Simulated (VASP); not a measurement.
# AgCl (Chlorargyrite) (Fm-3m) in VASP: notebook, part 2 of 2

VASP 6.6.1. Earlier steps stand in the parts before.

**3. Phonons, LDA**

This run uses another cell than the first one, of 19.21 Å³/atom, 0.952 times its volume.

Contents of POSCAR:

```
AgCl
1.0
    0.0000000000      2.6780905369      2.6780905369
    2.6780905369      0.0000000000      2.6780905369
    2.6780905369      2.6780905369      0.0000000000
  Ag              Cl
     1     1
Direct
     0.0000000000000000    0.0000000000000000    0.0000000000000000
     0.5000000000000000    0.5000000000000000    0.5000000000000000
```

Contents of INCAR.step1:

```
SYSTEM = AgCl
PREC = Accurate
ENCUT = 600
EDIFF = 1E-8
ISMEAR = 0
SIGMA = 0.03
LREAL = .False.
LASPH = .True.
NELM = 80
ALGO = Fast
ISIF = 3
LWAVE = .False.
LCHARG = .False.
GGA = CA
IBRION = 2
NSW = 40
EDIFFG = -0.002
```

Contents of INCAR.step2:

```
SYSTEM = AgCl
PREC = Accurate
ENCUT = 600
EDIFF = 1E-8
ISMEAR = 0
SIGMA = 0.03
LREAL = .False.
LASPH = .True.
NELM = 80
ALGO = Fast
ISIF = 2
LWAVE = .False.
LCHARG = .False.
GGA = CA
IBRION = 6
NFREE = 2
POTIM = 0.015
NSW = 1
```

Contents of KPOINTS:

```
Automatic mesh
0
Gamma
  8 8 8
  0 0 0
```

Potentials or basis: VASP PAW LDA potentials, release 64 (Ag, Cl).

Run with:

```
$ cat potpaw_LDA.64/Ag/POTCAR potpaw_LDA.64/Cl/POTCAR > POTCAR
$ cp INCAR.step1 INCAR
$ mpirun -np 1 vasp_std > vasp.out
$ cp CONTCAR POSCAR
$ cp INCAR.step2 INCAR
$ mpirun -np 1 vasp_std > vasp.out
```

OUTCAR:

```text
SYSTEM = AgCl
   PREC = Accurate
   ENCUT = 600
   EDIFF = 1E-8
   ISMEAR = 0
   LREAL = .False.
   LASPH = .True.
   NELM = 80
   ISIF = 2
   GGA = CA
   IBRION = 6
   NFREE = 2
   POTIM = 0.015
   NSW = 1

 ion  position               nearest neighbor table
   1  0.000  0.000  0.000-   2 2.68   2 2.68   2 2.68   2 2.68   2 2.68   2 2.68
   2  0.500  0.500  0.500-   1 2.68   1 2.68   1 2.68   1 2.68   1 2.68   1 2.68

  LATTYP: Found a face centered cubic cell.
 ALAT       =     5.3551747469

  Lattice vectors:

 A1 = (   0.0000000000,   2.6775873734,   2.6775873734)
 A2 = (   2.6775873734,   0.0000000000,   2.6775873734)
 A3 = (   2.6775873734,   2.6775873734,   0.0000000000)

Analysis of symmetry for initial positions (statically):
=====================================================================
 Subroutine PRICEL returns:
 Original cell was already a primitive cell.

 Routine SETGRP: Setting up the symmetry group for a
 face centered cubic supercell.

 Subroutine GETGRP returns: Found 48 space group operations
 (whereof 48 operations were pure point group operations)
 out of a pool of 48 trial point group operations.

The static configuration has the point symmetry O_h .

Analysis of symmetry for dynamics (positions and initial velocities):
=====================================================================
 Subroutine PRICEL returns:
 Original cell was already a primitive cell.

 Routine SETGRP: Setting up the symmetry group for a
 face centered cubic supercell.

 Subroutine GETGRP returns: Found 48 space group operations
 (whereof 48 operations were pure point group operations)
 out of a pool of 48 trial point group operations.

The dynamic configuration has the point symmetry O_h .

 Subroutine INISYM returns: Found 48 space group operations
 (whereof 48 operations are pure point group operations),
 and found     1 'primitive' translations

----------------------------------------------------------------------------------------

                                     Primitive cell

  volume of cell :      38.3938

  direct lattice vectors                    reciprocal lattice vectors
     0.000000000  2.677587373  2.677587373    -0.186735270  0.186735270  0.186735270
     2.677587373  0.000000000  2.677587373     0.186735270 -0.186735270  0.186735270
     2.677587373  2.677587373  0.000000000     0.186735270  0.186735270 -0.186735270

  length of vectors
     3.786680378  3.786680378  3.786680378     0.323434974  0.323434974  0.323434974

  position of ions in fractional coordinates (direct lattice)
     0.000000000  0.000000000  0.000000000
     0.500000000  0.500000000  0.500000000

  ion indices of the primitive-cell ions
   primitive index   ion index
                 1           1
                 2           2

[... 107 lines left out ...]
  volume of cell :       38.39
 maximum number of plane-waves:      1303
   NGX = 15   NGY = 15   NGZ = 15

--------------------------------------- Ionic step        1  -------------------------------------------

 number of electron      17.9999997 magnetization

 Free energy of the ion-electron system (eV)
  ---------------------------------------------------
  ext. energy  EPLUGINS =         0.00000000
  ---------------------------------------------------
  free energy    TOTEN  =        -6.79292688 eV

  energy without entropy =       -6.79292688  energy(sigma->0) =       -6.79292688

------------------------ aborting loop because EDIFF is reached ----------------------------------------

  FORCE on cell =-STRESS in cart. coord.  units (eV):
  Direction    XX          YY          ZZ          XY          YZ          ZX
  --------------------------------------------------------------------------------------
  -------------------------------------------------------------------------------------
  Total        0.0013522      0.0013522      0.0013522      0.0000000      0.0000000     -0.0000000
  in kB        0.0564268      0.0564268      0.0564268      0.0000000      0.0000000     -0.0000000
  external PRESSURE =       0.0564268 kB  Pullay stress =       0.0000000 kB
[... 131 lines left out ...]
--------------------------------------- Ionic step        5  -------------------------------------------

 number of electron      17.9999997 magnetization

 Free energy of the ion-electron system (eV)
  ---------------------------------------------------
  ext. energy  EPLUGINS =         0.00000000
  ---------------------------------------------------
  free energy    TOTEN  =        -6.79273951 eV

  energy without entropy =       -6.79273951  energy(sigma->0) =       -6.79273951

 E-fermi :   5.1351     XC(G=0): -10.9769

 val. band max:        5.0076582290   @ k =   0.5000   0.0000   0.0000
 cond. band min:       5.6631801062   @ k =   0.0000   0.0000   0.0000
 fundamental gap:      0.6555218773
 Fermi energy:         5.1351201043

 k-point     1 :       0.0000    0.0000    0.0000
  band No.  band energies     occupation
      1     -10.7983      2.00000
      2       1.9965      2.00000
      3       1.9965      2.00000
      4       2.0023      2.00000
      5       2.0288      2.00000
      6       2.0492      2.00000
      7       2.2604      2.00000
      8       2.2604      2.00000
      9       2.2748      2.00000
     10       5.6632      0.00000
     11      15.7172      0.00000
     12      15.7172      0.00000
     13      15.7171      0.00000
[... 354 lines left out ...]
  band No.  band energies     occupation
      1     -10.1438      2.00000
      2      -0.7744      2.00000
      3       0.1160      2.00000
      4       0.1934      2.00000
      5       2.4087      2.00000
      6       2.4930      2.00000
      7       2.7983      2.00000
      8       3.8045      2.00000
      9       4.3749      2.00000
     10       9.9491      0.00000
     11      10.3105      0.00000
     12      12.9874      0.00000
     13      13.3163      0.00000

 [... further k-points ...]
[... 5 lines left out ...]
  --------------------------------------------------------------------------------------
  -------------------------------------------------------------------------------------
  Total        0.0063765      0.0023440      0.0023440      0.0000000      0.0000000      0.0000000
  in kB        0.2660937      0.0978138      0.0978138      0.0000000      0.0000000      0.0000000
  external PRESSURE =       0.1539071 kB  Pullay stress =       0.0000000 kB
[... 17 lines left out ...]
  FREE ENERGIE OF THE ION-ELECTRON SYSTEM (eV)
  ---------------------------------------------------
  free  energy   TOTEN  =        -6.7927395059 eV

  energy  without entropy=       -6.7927395059  energy(sigma->0) =       -6.79273951

 INTERNAL STRAIN TENSORS FROM DISPLACED ATOMS
 ============================================

 INTERNAL STRAIN TENSOR FOR ION    1 for displacements in x,y,z  (eV/Angst):
          X           Y           Z          XY          YZ          ZX
  --------------------------------------------------------------------------------
  x     0.00000     0.00000     0.00000     0.00000     0.00000     0.00000
  y     0.00000     0.00000     0.00000     0.00000     0.00000     0.00000
  z     0.00000     0.00000     0.00000     0.00000     0.00000     0.00000

 INTERNAL STRAIN TENSOR FOR ION    2 for displacements in x,y,z  (eV/Angst):
          X           Y           Z          XY          YZ          ZX
  --------------------------------------------------------------------------------
  x     0.00000     0.00000     0.00000     0.00000     0.00000     0.00000
  y     0.00000     0.00000     0.00000     0.00000     0.00000     0.00000
  z     0.00000     0.00000     0.00000     0.00000     0.00000     0.00000

 Eigenvectors and eigenvalues of the dynamical matrix
 ----------------------------------------------------

   1 f  =    3.904217 THz    24.530922 2PiTHz  130.230676 cm-1    16.146539 meV
             X         Y         Z           dx          dy          dz
      0.000000  0.000000  0.000000    -0.499158   -0.000000    0.000000
      2.677587  2.677587  2.677587     0.866511   -0.000000    0.000000
[... 21 lines left out ...]
   6 f/i=    0.008091 THz     0.050840 2PiTHz    0.269902 cm-1     0.033464 meV
             X         Y         Z           dx          dy          dz
      0.000000  0.000000  0.000000     0.865486   -0.038720    0.016635
      2.677587  2.677587  2.677587     0.498567   -0.022305    0.009583

 ELASTIC MODULI CONTR FROM IONIC RELAXATION (kBar)
 Direction    XX          YY          ZZ          XY          YZ          ZX
 --------------------------------------------------------------------------------
 XX           0.0000      0.0000      0.0000      0.0000      0.0000      0.0000
 YY           0.0000      0.0000      0.0000      0.0000      0.0000      0.0000
 ZZ           0.0000      0.0000      0.0000      0.0000      0.0000      0.0000
 XY           0.0000      0.0000      0.0000      0.0000      0.0000      0.0000
 YZ           0.0000      0.0000      0.0000      0.0000      0.0000      0.0000
 ZX           0.0000      0.0000      0.0000      0.0000      0.0000      0.0000
 --------------------------------------------------------------------------------
```

Wall time 94 s (1 thread of Intel Xeon Platinum 8559C (Emerald Rapids), shared host); peak memory 0.2 GiB.

What came out:

```
Relaxed volume                                          : 19.20 Å³/atom
Relaxed cell                                            : a = 3.787 Å, b = 3.787 Å, c = 3.787 Å, α = 60.00°, β = 60.00°, γ = 60.00°
Space group after relaxing (to 0.05 Å)                  : Fm-3m (No. 225)
Highest phonon frequency at Γ, LO-TO splitting left out : 130 cm⁻¹
```

Final structure:
```
Ag Cl
1.0
     0.00000    2.67759    2.67759
     2.67759    0.00000    2.67759
     2.67759    2.67759    0.00000
Ag Cl
1 1
Direct
  0.00000 0.00000 0.00000
  0.50000 0.50000 0.50000
```

Phonon frequencies in cm⁻¹ (negative: imaginary):
| q point | frequencies |
| --- | --- |
| (0.000, 0.000, 0.000) | 0 0 0 130 130 130 |

**4. Dielectric tensor, LDA**

This run uses another cell than the first one, of 19.20 Å³/atom, 0.951 times its volume.

Contents of INCAR:

```
SYSTEM = AgCl
PREC = Accurate
ENCUT = 600
EDIFF = 1E-8
ISMEAR = 0
SIGMA = 0.03
LREAL = .False.
LASPH = .True.
NELM = 80
ALGO = Fast
ISIF = 2
LWAVE = .False.
LCHARG = .False.
GGA = CA
LEPSILON = .True.
```

Contents of KPOINTS:

```
Automatic mesh
0
Monkhorst
  14 14 14
  0 0 0
```

Contents of POSCAR:

```
AgCl                                    
1.0
    0.0000000000      2.6775873734      2.6775873734
    2.6775873734     -0.0000000000      2.6775873734
    2.6775873734      2.6775873734     -0.0000000000
  Ag              Cl            
     1     1
Direct
     1.0000000000000000    0.0000000000000000    0.0000000000000000
     0.5000000000000000    0.5000000000000000    0.5000000000000000
```

Potentials or basis: VASP PAW LDA potentials, release 64 (Ag, Cl).

Run with:

```
$ cat potpaw_LDA.64/Ag/POTCAR potpaw_LDA.64/Cl/POTCAR > POTCAR
$ mpirun -np 1 vasp_std > vasp.out
```

OUTCAR:

```text
SYSTEM = AgCl
   PREC = Accurate
   ENCUT = 600
   EDIFF = 1E-8
   ISMEAR = 0
   LREAL = .False.
   LASPH = .True.
   NELM = 80
   ISIF = 2
   GGA = CA
   LEPSILON = .True.

 ion  position               nearest neighbor table
   1  0.000  0.000  0.000-   2 2.68   2 2.68   2 2.68   2 2.68   2 2.68   2 2.68
   2  0.500  0.500  0.500-   1 2.68   1 2.68   1 2.68   1 2.68   1 2.68   1 2.68

  LATTYP: Found a face centered cubic cell.
 ALAT       =     5.3551747468

  Lattice vectors:

 A1 = (   0.0000000000,   2.6775873734,   2.6775873734)
 A2 = (   2.6775873734,   0.0000000000,   2.6775873734)
 A3 = (   2.6775873734,   2.6775873734,   0.0000000000)

Analysis of symmetry for initial positions (statically):
=====================================================================
 Subroutine PRICEL returns:
 Original cell was already a primitive cell.

 Routine SETGRP: Setting up the symmetry group for a
 face centered cubic supercell.

 Subroutine GETGRP returns: Found 48 space group operations
 (whereof 48 operations were pure point group operations)
 out of a pool of 48 trial point group operations.

The static configuration has the point symmetry O_h .

Analysis of symmetry for dynamics (positions and initial velocities):
=====================================================================
 Subroutine PRICEL returns:
 Original cell was already a primitive cell.

 Routine SETGRP: Setting up the symmetry group for a
 face centered cubic supercell.

 Subroutine GETGRP returns: Found 48 space group operations
 (whereof 48 operations were pure point group operations)
 out of a pool of 48 trial point group operations.
[... 564 lines left out ...]

  energy  without entropy=       -6.7930026123  energy(sigma->0) =       -6.79300261

 HEAD OF MICROSCOPIC STATIC DIELECTRIC TENSOR (INDEPENDENT PARTICLE, excluding Hartree and local field effects)
 ------------------------------------------------------
           6.078693    -0.000000     0.000000
          -0.000000     6.078693    -0.000000
           0.000000    -0.000000     6.078693
 ------------------------------------------------------

 Free energy of the ion-electron system (eV)
  ---------------------------------------------------
  ---------------------------------------------------
  free energy    TOTEN  =        -0.52177139 eV

  energy without entropy =       -0.52177139

------------------------ aborting loop because EDIFF is reached ----------------------------------------

--------------------------------------- Ionic step        2  -------------------------------------------

------------------------ aborting loop because EDIFF is reached ----------------------------------------

--------------------------------------- Ionic step        3  -------------------------------------------

 Free energy of the ion-electron system (eV)
  ---------------------------------------------------
  ---------------------------------------------------
  free energy    TOTEN  =        -0.52177957 eV

  energy without entropy =       -0.52177957

------------------------ aborting loop because EDIFF is reached ----------------------------------------

 PIEZOELECTRIC TENSOR FIELD DIRECTION 3  (e Angst)
 -----------------------------------------------------------------------------
     0.00026 -0.00000  0.00000           ( -0.00000  0.00000  0.00000)
    -0.00000  0.00026 -0.00000           (  0.00000 -0.00000 -0.00000)
     0.00000 -0.00000 -0.00260           (  0.00000 -0.00000  0.00001)

 PIEZOELECTRIC TENSOR FIELD DIRECTION 3  (C/m^2)
 -----------------------------------------------------------------------------
     0.00011 -0.00000  0.00000
    -0.00000  0.00011 -0.00000
     0.00000 -0.00000 -0.00108

 MACROSCOPIC STATIC DIELECTRIC TENSOR (including local field effects in DFT)
 ------------------------------------------------------
           5.754820     0.000000     0.000000
           0.000000     5.754820     0.000000
          -0.000000     0.000000     5.754820
 ------------------------------------------------------

 PIEZOELECTRIC TENSOR (including local field effects)  for field in x, y, z        (e  Angst)
          XX          YY          ZZ          XY          YZ          ZX
  --------------------------------------------------------------------------------
  x     0.00000     0.00000     0.00000     0.00000     0.00000     0.00000
  y     0.00000     0.00000     0.00000     0.00000     0.00000     0.00000
  z     0.00000     0.00000     0.00000     0.00000     0.00000     0.00000

 PIEZOELECTRIC TENSOR (including local field effects)  for field in x, y, z        (C/m^2)
          XX          YY          ZZ          XY          YZ          ZX
  --------------------------------------------------------------------------------
  x     0.00000     0.00000     0.00000     0.00000     0.00000     0.00000
  y     0.00000     0.00000     0.00000     0.00000     0.00000     0.00000
  z     0.00000     0.00000     0.00000     0.00000     0.00000     0.00000

 BORN EFFECTIVE CHARGES (including local field effects) (in |e|, cummulative output)
 ---------------------------------------------------------------------------------
 ion    1
    1     1.40744     0.00000     0.00000
    2     0.00000     1.40744     0.00000
    3     0.00000     0.00000     1.40744
 ion    2
    1    -1.40744     0.00000     0.00000
    2     0.00000    -1.40744     0.00000
    3     0.00000     0.00000    -1.40744
```

OSZICAR:

```text
N       E                     dE             d eps       ncg     rms          rms(c)
DAV:   1     0.112520138068E+03    0.11252E+03   -0.97850E+03  7360   0.143E+03
DAV:   2    -0.231839206893E+01   -0.11484E+03   -0.10788E+03  8665   0.278E+02
DAV:   3    -0.691129789417E+01   -0.45929E+01   -0.45760E+01  8505   0.591E+01
[... 12 lines left out ...]
RMM:   7    -0.521755869738E+00   -0.10544E-03   -0.23595E-06 31220   0.112E-02    0.232E-03
RMM:   8    -0.521766157933E+00   -0.10288E-04   -0.83948E-07 32915   0.522E-03    0.150E-03
RMM:   9    -0.521778951978E+00   -0.12794E-04   -0.17426E-07 31682   0.265E-03    0.150E-04
RMM:  10    -0.521779601997E+00   -0.65002E-06    0.53668E-08 31473   0.491E-04    0.446E-05
RMM:  11    -0.521779614927E+00   -0.12930E-07   -0.16760E-07 21951   0.834E-05    0.106E-05
RMM:  12    -0.521779567626E+00    0.47301E-07   -0.10460E-08 16250   0.636E-05    0.646E-06
```

stdout:

```text
POSCAR found type information on POSCAR AgCl
 POSCAR found :  2 types and       2 ions
 scaLAPACK will be used
 LDA part: xc-table for (Slater(with rela. corr.)+CA(PZ))
 , standard interpolation
 -----------------------------------------------------------------------------
[... 38 lines left out ...]
 dielectric tensor                  component  3 :     0.011    -0.573     5.482
 Linear response to external field, progress :
  Direction:   1
 dielectric tensor                  component  1 :     5.755     0.119    -0.120
 Linear response to external field, progress :
  Direction:   2
 dielectric tensor                  component  2 :     0.118     5.755    -0.118
 Linear response to external field, progress :
  Direction:   3
 dielectric tensor                  component  3 :     0.167    -0.167     5.755
 Born effective charges drift removed
```

Run time: 20 min. Hardware: 1 thread of Intel Xeon Platinum 8559C (Emerald Rapids), shared host; peak memory 1.1 GiB.

Results:

- Electronic dielectric tensor (diagonal): 5.75
- Born charges (mean of the diagonal): Ag +1.41; Cl -1.41 e

Levels at points of the mesh, in eV from the valence-band top:
| k point | band 7 | band 8 | band 9 | band 10 | band 11 | band 12 |
| --- | --- | --- | --- | --- | --- | --- |
| (0.04, 0.04, 0.04) | -2.70 | -2.55 | -2.55 | 0.76 | 10.50 | 10.72 |

Electronic dielectric tensor:
```
5.75 0.00 0.00
0.00 5.75 0.00
0.00 0.00 5.75
```

Born effective charge tensors (e):
atom 1, Ag
```
1.41 0.00 0.00
0.00 1.41 0.00
0.00 0.00 1.41
```
atom 2, Cl
```
-1.41  0.00  0.00
 0.00 -1.41  0.00
 0.00  0.00 -1.41
```

**5. Comparison with measurements**

Step 2. Measured gap of AgCl: 3.249 eV (indirect; a printed reference work, data compilation). This calculation gives 2.55 eV (-0.70 eV). Spin-orbit coupling on Ag is left out. The value is that of PBE-EpsX, without temperature or zero-point motion.

Step 4. A measured high-frequency dielectric constant of AgCl is 3.92 (a printed reference work, monograph); the calculated 5.75 misses it by +46.8 %. So large a miss can be the level of theory's own, or it may mean another phase, state or a wrong row.
